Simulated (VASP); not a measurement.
CdTe: density of states with BLYP+D4

The system is CdTe.

```xyz
2
Lattice="0.0000 3.2050 3.2050 3.2050 0.0000 3.2050 3.2050 3.2050 0.0000" Properties=species:S:1:pos:R:3 pbc="T T T"
Te    4.8075    4.8075    4.8075
Cd    0.0000    0.0000    0.0000
```

```yaml
Program: VASP 6.6.1
Task: density of states
Functional: BLYP
Dispersion: D4
Potentials_or_basis: VASP PAW PBE potentials, release 64 (Te, Cd)
Cutoff: 520 eV
k_mesh: 7 × 7 × 7
Occupations: gaussian, width 0.1 eV
Spin: collinear spin, typed start
Starting_moments: "[-0.15, 0.0] μB"
Dipole_correction: no
k_mesh_for_the_DOS: 11 × 11 × 11
Occupations_for_the_DOS: tetrahedron
Further_INCAR_settings: ALGO = Fast; EDIFF = 1e-07; NBANDS = 20
```

- Net moment: 0.00 μB per cell
- Valence electrons inside the program's atomic spheres: Te 3.48; Cd 10.37
- Dispersion energy per atom: -0.690 eV

Levels at points of the mesh, in eV from the valence-band top:
Spin up:
```
           k point  band 7  band 8  band 9  band 10  band 11  band 12
(0.00, 0.00, 0.00)    0.00    0.00    0.00     0.82     4.60     4.60
```
Spin down:
```csv
k point,band 5,band 6,band 7,band 8,band 9,band 10,band 11,band 12,band 13,band 14
"(0.00, 0.00, 0.00)",-8.19,-8.19,0.00,0.00,0.00,0.82,4.60,4.60,4.60,7.64
```

States per cell in windows of 0.5 eV (zero at the valence-band top; states under -8 eV left out):
```
from (eV)    up  down  Te1_p_up  Te1_p_down  Cd2_d_up  Cd2_d_down  Cd2_p_up  Cd2_p_down
     -8.0  0.73  0.73      0.00        0.00      0.59        0.59      0.00        0.00
     -7.5  0.00  0.00      0.00        0.00      0.00        0.00      0.00        0.00
     -7.0  0.00  0.00      0.00        0.00      0.00        0.00      0.00        0.00
     -6.5  0.00  0.00      0.00        0.00      0.00        0.00      0.00        0.00
     -6.0  0.00  0.00      0.00        0.00      0.00        0.00      0.00        0.00
     -5.5  0.00  0.00      0.00        0.00      0.00        0.00      0.00        0.00
     -5.0  0.01  0.01      0.00        0.00      0.00        0.00      0.00        0.00
     -4.5  0.57  0.57      0.13        0.13      0.01        0.01      0.01        0.01
     -4.0  0.18  0.18      0.04        0.04      0.01        0.01      0.00        0.00
     -3.5  0.10  0.10      0.02        0.02      0.01        0.01      0.00        0.00
     -3.0  0.18  0.18      0.05        0.05      0.01        0.01      0.01        0.01
     -2.5  0.42  0.42      0.14        0.14      0.01        0.01      0.03        0.03
     -2.0  0.55  0.55      0.20        0.20      0.02        0.02      0.04        0.04
     -1.5  0.52  0.52      0.21        0.21      0.02        0.02      0.04        0.04
     -1.0  0.36  0.36      0.16        0.16      0.02        0.02      0.02        0.02
     -0.5  0.11  0.11      0.05        0.05      0.01        0.01      0.00        0.00
      0.0  0.00  0.00      0.00        0.00      0.00        0.00      0.00        0.00
      0.5  0.00  0.00      0.00        0.00      0.00        0.00      0.00        0.00
      1.0  0.00  0.00      0.00        0.00      0.00        0.00      0.00        0.00
      1.5  0.02  0.02      0.00        0.00      0.00        0.00      0.00        0.00
      2.0  0.13  0.13      0.02        0.02      0.00        0.00      0.00        0.00
      2.5  0.38  0.38      0.05        0.05      0.01        0.01      0.01        0.01
      3.0  0.45  0.45      0.06        0.06      0.01        0.01      0.02        0.02
      3.5  0.23  0.23      0.03        0.03      0.01        0.01      0.02        0.02
      4.0  0.22  0.22      0.02        0.02      0.00        0.00      0.03        0.03
      4.5  0.49  0.49      0.05        0.05      0.01        0.01      0.05        0.05
      5.0  0.32  0.32      0.02        0.02      0.01        0.01      0.05        0.05
      5.5  0.55  0.55      0.05        0.05      0.01        0.01      0.08        0.08
      6.0  0.32  0.32      0.03        0.03      0.01        0.01      0.04        0.04
      6.5  0.26  0.26      0.03        0.03      0.01        0.01      0.03        0.03
      7.0  0.40  0.40      0.05        0.05      0.01        0.01      0.05        0.05
      7.5  0.25  0.25      0.02        0.02      0.01        0.01      0.02        0.02
```

Run time: 70 s on 1 thread of Intel(R) Xeon(R) 6975P-C (Granite Rapids), with other jobs on the host, peak memory 0.3 GiB.

 The run has no spin-orbit coupling, so splittings on Te are missing.
